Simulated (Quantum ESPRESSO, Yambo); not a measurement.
# Quasiparticle gap of NaH (Fm-3m) in Yambo, part 3 of 3

Wanted: ground state, empty states, screening and self-energy for NaH (Fm-3m).

Quantum ESPRESSO 7.5 and Yambo 5.3.0; PBE and many-body steps on it, plane waves. Known limits of the many-body steps: not at the basis limit; coarse k mesh.

So far. Step 3 (Bands along the symmetry lines): The gap is 3.829 eV, as in the run before at this level. Step 4 (Empty states on the mesh, 4×4×4 mesh, 66 bands): On this mesh the gap is 3.829 eV.

## (6) Screening and self-energy, 4×4×4 mesh, 66 bands, screening to 129.3 eV

Now the one-shot GW correction: screening in the RPA, then the self-energy of the levels asked for.

This step: G0W0 on PBE, plane waves, norm-conserving pseudopotentials.

File gw1.in:

```
HF_and_locXC
gw0
dyson
ppa
em1d
rim_cut
RandQpts= 1000000
RandGvec= 1 RL
EXXRLvcs= 76 Ry
VXCRLvcs= 304 Ry
Chimod= "HARTREE"
% BndsRnXp
 1 | 66 |
%
NGsBlkXp= 9.5 Ry
% LongDrXp
 1 | 1 | 1 |
%
% GbndRnge
 1 | 66 |
%
DysSolver= "n"
ExtendOut
PPAPntXp= 27.21138 eV
% QPkrange
 1 | 8 | 2 | 9 |
%
```

Command:

```sh
$ OMP_NUM_THREADS=1 mpirun -n 4 yambo -F gw1.in -J gw1 -C gw1 > gw1.log
```

The program printed:

```text
 Yambo, version 5.3.0

 [02] CORE Variables Setup
 =========================

  [... cell, symmetries and grids as in the set-up ...]

  [02.05] Energies & Occupations
  ==============================

  [X] === General ===
  [X] Electronic Temperature                        :  0.000000  0.000000 [eV K]
  [X] Bosonic    Temperature                        :  0.000000  0.000000 [eV K]
  [X] Finite Temperature mode                       : no
  [X] El. density                                   :  0.36790E+24 [cm-3]
  [X] Fermi Level                                   :  0.938339 [eV]

  [X] === Gaps and Widths ===
  [X] Conduction Band Min                           :  3.829098 [eV]
  [X] Valence Band Max                              :  0.000000 [eV]
  [X] Filled Bands                                  :   5
  [X] Empty Bands                                   :    6   66
  [X] Direct Gap                                    :  4.707963 [eV]
  [X] Direct Gap localized at k                     :  3
  [X] Indirect Gap                                  :  3.829098 [eV]
  [X] Indirect Gap between kpts                     :   8   3
  [X] Last valence band width                       :  3.717542 [eV]
  [X] 1st conduction band width                     :  6.920863 [eV]

 [03] Transferred momenta grid and indexing
 ==========================================

 IBZ Q-points                                      :   8
 BZ  Q-points                                      :   64

 K/Q-points units:
 rlu = crystal or reduced units; cc = cartesian coordinates; iku = interal k-units

 Q [1]          [rlu]:  0.000000  0.000000  0.000000
 Q [2]          [rlu]: -0.23364E-18 -0.23364E-18  0.25000
 Q [3]          [rlu]:  0.46728E-18  0.46728E-18 -0.50000
 Q [4]          [rlu]: -0.48444E-17  0.25000      0.25000
 Q [5]          [rlu]: -0.98589E-17  0.25000      0.50000
 Q [6]          [rlu]:  0.46728E-18  0.25000     -0.25000
 Q [7]          [rlu]:  0.96887E-17 -0.50000     -0.50000
 Q [8]          [rlu]:  0.250000 -0.500000 -0.250000

 [04] Coloumb potential Random Integration (RIM)
 ===============================================

  [04.01] RIM initialization
  ==========================

  * Diagonal components only detected *

  8 x (sBL volume)        :  0.169037 [a.u.]
  sBZ random points       :  1000000
  Points outside the sBZ  :   7996195
  RL volume               :  1.352295 [a.u.]
  Integrated volume       :  1.352939 [a.u.]

  [04.02] RIM integrals
  =====================

  Gamma point sphere radius             :  0.100295 [a.u.]
  Points outside the sphere             :   799659
  [Int_sBZ(q=0) 1/q^2]*(Vol_sBZ)^(-1/3) =:  7.764404
                                 should be <:  7.795600

  Summary of Coulomb integrals for non-metallic bands |Q|[au] RIM/Bare

  Q [1] 0.100000E-4 0.995998 * Q [2] 0.301651 1.065683
  Q [4] 0.348316 1.063731 * Q [6] 0.492594 1.025994
  Q [5] 0.577617 1.019604 * Q [3] 0.603302 1.016617
  Q [7] 0.696633 1.013507 * Q [8] 0.778859 1.010738

 [05] Dipoles
 ============

  [05.01] Setup: observables and procedures
  =========================================

 [06] Dynamic Dielectric Matrix (PPA)
 ====================================

 [WR./gw1//ndb.pp]---------------------------------------------------------------
  Brillouin Zone Q/K grids (IBZ/BZ)                :    8   64    8   64
  RL vectors                                       :  2685 [WF]
  Coulomb cutoff potential                         : none
  Electronic Temperature                           :  0.000000 [K]
  Bosonic    Temperature                           :  0.000000 [K]
  PPA    diel. fun.  energies                      : Perdew, Burke & Ernzerhof(X)+Perdew, Burke & Ernzerhof(C)
  wavefunctions                                    : Perdew, Burke & Ernzerhof(X)+Perdew, Burke & Ernzerhof(C)
  Global Gauge                                     : length
  X matrix size                                    :  137
  X band range                                     :    1   66
  X e/h energy range                               : -1.000000 -1.000000 [eV]
  X Time ordering                                  : R
  X Hxc Kernel                                     : HARTREE
  X Drude frequency                                :  0.000000  0.000000
  X poles                                          :  100.0000 [o/o]
  RL vectors in the sum                            :  2685
  [r,Vnl] included                                 : yes
  Field direction                                  :  0.577350E-5  0.577350E-5  0.577350E-5
  BZ energy Double Grid                            : no
  BZ energy DbGd points                            : 0
  BZ Q point size factor                           : -1.000000
  X Optical Averaged directions                    : none

 [07] Local Exchange-Correlation + Non-Local Fock
 ================================================

 [VXC] Plane waves :  16361
 [EXS] Plane waves :  2109

 QP @ state[ 1 ] K range:   1   8
 QP @ state[ 1 ] b range:   2   9

 [xc] Functional : Perdew, Burke & Ernzerhof(X)+Perdew, Burke & Ernzerhof(C)
 [xc] LIBXC used to calculate xc functional

 [xc] E_xc :  -7.247352 [Ha]
      E_xc :  -14.49470 [Ry]

  Local XC kind (lXC) : Perdew, Burke & Ernzerhof(X)+Perdew, Burke & Ernzerhof(C)
  Non-Local XC kind (nlXC) : Hartree-Fock

  Corrections @ K [1] :  [eV]
 <2|nlXC|2> = -41.02716  0.25332E-16 <2|lXC|2> = -29.13519 -0.18884E-15
 <3|nlXC|3> = -41.02744 -0.62671E-17 <3|lXC|3> = -29.13519 -0.37940E-15
 <4|nlXC|4> = -41.02738 -0.17264E-16 <4|lXC|4> = -29.13519 -0.56600E-15
 <5|nlXC|5> = -13.88525  0.16586E-16 <5|lXC|5> = -8.940694  0.37756E-15
 <6|nlXC|6> = -5.039957  0.40082E-17 <6|lXC|6> = -10.81020  0.11894E-19
 <7|nlXC|7> = -1.259296  0.28107E-18 <7|lXC|7> = -6.473738  0.47211E-16
 <8|nlXC|8> = -1.259362  0.50432E-18 <8|lXC|8> = -6.473736  0.47205E-16
 <9|nlXC|9> = -1.259339 -0.23263E-18 <9|lXC|9> = -6.473736 -0.82607E-16

  Corrections @ K [2] :  [eV]
 <2|nlXC|2> = -40.87399 -0.11225E-16 <2|lXC|2> = -28.98563  0.12450E-18
 <3|nlXC|3> = -41.00989  0.10008E-16 <3|lXC|3> = -29.11970 -0.12997E-18
[...]
Corrections @ K [3] :  [eV]
[...]
Corrections @ K [4] :  [eV]
[...]
Corrections @ K [5] :  [eV]
[...]
[... 2 further k-points ...]
  Corrections @ K [8] :  [eV]
[...]
<5|nlXC|5> = -14.16266 -0.25096E-16 <5|lXC|5> = -10.69330  0.28329E-15
 <6|nlXC|6> = -3.254700 -0.32542E-17 <6|lXC|6> = -7.522772 -0.59010E-16
 <7|nlXC|7> = -3.254465  0.38359E-17 <7|lXC|7> = -7.522773  0.47238E-16
 <8|nlXC|8> = -3.311212 -0.62173E-18 <8|lXC|8> = -8.116823  0.18863E-15
 <9|nlXC|9> = -3.468676  0.18755E-17 <9|lXC|9> = -9.703057 -0.94076E-16

  [07.01] Hartree-Fock occupations report
  =======================================

  [Hartree-Fock] === General ===
  [Hartree-Fock] Electronic Temperature             :  0.000000  0.000000 [eV K]
  [Hartree-Fock] Bosonic    Temperature             :  0.000000  0.000000 [eV K]
  [Hartree-Fock] Finite Temperature mode            : no
  [Hartree-Fock] El. density                        :  0.36790E+24 [cm-3]
  [Hartree-Fock] Fermi Level                        :  0.938339 [eV]

  [Hartree-Fock] === Gaps and Widths ===
  [Hartree-Fock] Conduction Band Min                :  7.661752 [eV]
  [Hartree-Fock] Valence Band Max                   : -3.469354 [eV]
  [Hartree-Fock] Filled Bands                       :   5
  [Hartree-Fock] Empty Bands                        :    6   66
  [Hartree-Fock] Direct Gap                         :  12.37005 [eV]
  [Hartree-Fock] Direct Gap localized at k          :  3
  [Hartree-Fock] Indirect Gap                       :  11.13111 [eV]
  [Hartree-Fock] Indirect Gap between kpts          :   8   3
  [Hartree-Fock] Last valence band width            :  5.192742 [eV]
  [Hartree-Fock] 1st conduction band width          :  8.858447 [eV]

 [08] Dyson equation: Newton solver
 ==================================

  [08.01] G0W0 (W PPA)
  ====================

  [  GW  ] Bands range     :    1   66
  [GW/PPA] G damping       :  0.100000 [eV]

  QP @ state[ 1 ] K range:   1   8
  QP @ state[ 1 ] b range:   2   9

   Sc/G bands                                       :    1   66
   Sc/G damping                                     :  0.100000 ev
   Sc bands terminator                              : no
   Sx RL components                                 :  2109

   QP @ state[ 1 ] K range                          :   1   8
   QP @ state[ 1 ] b range                          :   2   9
   GF energies kind                                 : Perdew, Burke & Ernzerhof(X)+Perdew, Burke & Ernzerhof(C)
   GF WF`s kind                                     : Perdew, Burke & Ernzerhof(X)+Perdew, Burke & Ernzerhof(C)
   Xs energies kind                                 : Perdew, Burke & Ernzerhof(X)+Perdew, Burke & Ernzerhof(C)
   Xs WF`s kind                                     : Perdew, Burke & Ernzerhof(X)+Perdew, Burke & Ernzerhof(C)

 [11] Game Over & Game summary
```

It took 66 s on 4 MPI ranks of Arm Neoverse V1, shared host; peak memory 1.2 GiB.

This step gave:

```
G0W0 gap on the mesh                         : 6.125 eV
starting gap on the mesh                     : 3.829 eV
k of the valence top                         : 0.25, -0.5, -0.25
k of the conduction bottom                   : 0, 0, -0.5
least direct G0W0 gap on the computed points : 6.935 eV
Z at the valence top                         : 0.7756
Z at the conduction bottom                   : 0.8408
```

The gap on the mesh goes from 3.83 eV to 6.12 eV, a correction of +2.30 eV.

Limits: finite bands, cutoff and mesh; coarse k mesh. v1 is the top filled band, c1 the lowest empty one. Levels before and after the correction, in eV, zero at the valence-band top of each column:

|  | conduction bottom | valence top |
| --- | --- | --- |
| Kohn-Sham | 3.83 | 0.00 |
| G0W0 | 6.12 | 0.00 |

|  | level | energy (eV) |
| --- | --- | --- |
| Kohn-Sham | (0 0 -0.5) v3-v2 | -22.088 |
| Kohn-Sham | (0 0 -0.5) v1 | -0.879 |
| Kohn-Sham | (0 0 -0.5) c1 | 3.829 |
| Kohn-Sham | (0 0 -0.5) c2 | 11.040 |
| Kohn-Sham | (0 0 -0.5) c3 | 13.661 |
| Kohn-Sham | (0.25 -0.5 -0.25) v3 | -22.140 |
| Kohn-Sham | (0.25 -0.5 -0.25) v2 | -22.113 |
| Kohn-Sham | (0.25 -0.5 -0.25) v1 | 0.000 |
| Kohn-Sham | (0.25 -0.5 -0.25) c1-c2 | 6.132 |
| Kohn-Sham | (0.25 -0.5 -0.25) c3 | 8.601 |
| G0W0 | (0 0 -0.5) v3-v2 | -25.628 |
| G0W0 | (0 0 -0.5) v1 | -0.810 |
| G0W0 | (0 0 -0.5) c1 | 6.125 |
| G0W0 | (0 0 -0.5) c2 | 14.202 |
| G0W0 | (0 0 -0.5) c3 | 16.352 |
| G0W0 | (0.25 -0.5 -0.25) v3 | -25.122 |
| G0W0 | (0.25 -0.5 -0.25) v2 | -25.378 |
| G0W0 | (0.25 -0.5 -0.25) v1 | 0.000 |
| G0W0 | (0.25 -0.5 -0.25) c1-c2 | 8.573 |
| G0W0 | (0.25 -0.5 -0.25) c3 | 11.141 |

## (7) Where the time went

Times are wall times on the hardware named with each run, good to a factor of about two.

| step | time | share | memory (GiB) |
| --- | --- | --- | --- |
| ground state | 3.1 s | 4 % | 0.2 |
| bands along the symmetry lines | 2 s | 3 % | 0.05 |
| empty states on the mesh | 2.3 s | 3 % | 0.22 |
| conversion and set-up | 1.9 s | 2 % | 0.24 |
| screening and self-energy | 66 s | 88 % | 1.2 |

## (8) Outcome

```
PBE gap              : 3.83 eV, indirect
G0W0 gap on the mesh : 6.12 eV
GW settings          : 4×4×4 mesh, 66 bands, screening to 129.3 eV, Godby-Needs plasmon pole
known limits         : not at the basis limit; coarse k mesh
```

**Reading.** G0W0 moves the gap on the mesh from 3.83 eV to 6.12 eV (+2.30 eV), with Z of 0.78 and 0.84 at the edges. The dearest step here is «screening and self-energy». Bands and cutoff are finite, so the gap is not at the basis limit. The miss can reach some tenths of an eV and take either sign; the mesh is an error of its own. The 4×4×4 mesh is coarse for this cell, which bears on the long-range parts of exchange and screening.

[Paths, hosts, dates, memory and timing lines, banners, echoed tables and standing remarks are left out of the program output.]

[Logs are printed without paths, hosts, clocks, repeated set-up lines and the standing remarks that a program may print on its own settings, such as how far it seeks lower states.]

[Runs of the session that timed out or met a known fault of the program may be left out.]

[Hosts, paths, dates, database ids (printed as entryN), source tags and the programs' standing remarks are cut or masked in the printed files.]
